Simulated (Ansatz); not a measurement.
Runs of Ansatz 0.2.0 on NiO. Symmetry: F-43m, No. 216, cubic system. Conventional cell: a = 4.481 Å, b = 4.481 Å, c = 4.481 Å, α = 90.00°, β = 90.00°, γ = 90.00°. Around Ni (site symmetry -43m) lie 4 O at 1.94 Å. O (site symmetry -43m) is surrounded by 4 Ni at 1.94 Å. The cell was built by a generator and needn't be a form met in nature.

| level | gap on the mesh (eV) | pressure (GPa) | moment (μB) |
| --- | --- | --- | --- |
| PBE | none | (c) | (a) |
| PBEsol | none | -8.3 | 1.83 |
| LDA | none | (b) | 1.71 |
| revPBE | none | (d) | 1.93 |
| BLYP | none | 5.5 | 1.88 |
| RPBE | none | 5.2 | 1.95 |

Alike in all rows: task band structure; potentials or basis Ansatz PAW; spin collinear, ferromagnetic start; cell as given; k mesh 7 × 7 × 7; cutoff (eV) 420; smearing fermi-dirac 0.05 eV.

Question: Fill in the values left out.

Answer: (a) 1.89; (b) -15.2; (c) -0.3; (d) 3.7.

Caveats: a cell with one magnetic atom can't hold antiferromagnetic order, which such compounds often take; semilocal functionals often make such compounds metallic where correlation or magnetic order opens a gap, which also shifts bond lengths; the PAW data sets come from PBE, with cores solved anew for the run's functional, which leaves a small shift of forces and pressure (some runs).

A gap of «none» marks a metal or a gap under the smearing width.
